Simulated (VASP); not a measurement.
Co:

```xyz
4
Lattice="2.4706 0.0000 0.0000 -1.2353 2.1396 0.0000 0.0000 0.0000 8.0882" Properties=species:S:1:pos:R:3 pbc="T T T"
Co    1.2353    0.7132    6.0662
Co    0.0000    0.0000    4.0441
Co    0.0000    1.4264    2.0221
Co    0.0000    0.0000    0.0000
```

```yaml
Program: VASP 6.6.1
Task: single point
Functional: PBE
Potentials_or_basis: VASP PAW PBE potentials, release 64 (Co)
Cutoff: 520 eV
k_mesh: 12 × 12 × 4
Occupations: fermi-dirac, width 0.05 eV
Spin: collinear spin, ferromagnetic start
Starting_moments: "[2.0, 2.0, 2.0, 2.0] μB"
```

On this cell: pressure 3.8 GPa; largest force under 0.003 eV/Å; net moment 6.57 μB per cell; site moments Co +1.67, +1.65 μB; band gap on the k mesh none (metal or under the smearing width).

The same run follows on a disturbed copy (atoms moved at random, drawn with an rms of 0.05 Å):

```
Co
1.0
     2.47056    0.00000    0.00000
    -1.23528    2.13957    0.00000
     0.00000    0.00000    8.08823
Co
4
Cartesian
  1.2425 0.6991 6.0085
  -0.0286 0.0043 4.0137
  -0.0004 1.4878 2.0557
  0.0430 -0.0039 -0.0538
```

**Question.** What changes?

**Answer.** The energy (extrapolated to zero smearing) moves by +9.8 meV/atom; pressure 4.3 GPa; largest force 0.726 eV/Å; net moment 6.57 μB per cell; site moments Co +1.66, +1.63, +1.67 μB; band gap on the k mesh none (metal or under the smearing width).

Forces on the atoms (eV/Å):
```
Co   0.003  0.055  0.384
Co   0.102  0.050  0.088
Co  -0.002 -0.141 -0.712
Co  -0.103  0.036  0.240
```

Stress tensor (GPa, compression positive):
```
 6.21 -0.01 -0.02
-0.01  4.47  0.28
-0.02  0.28  2.33
```
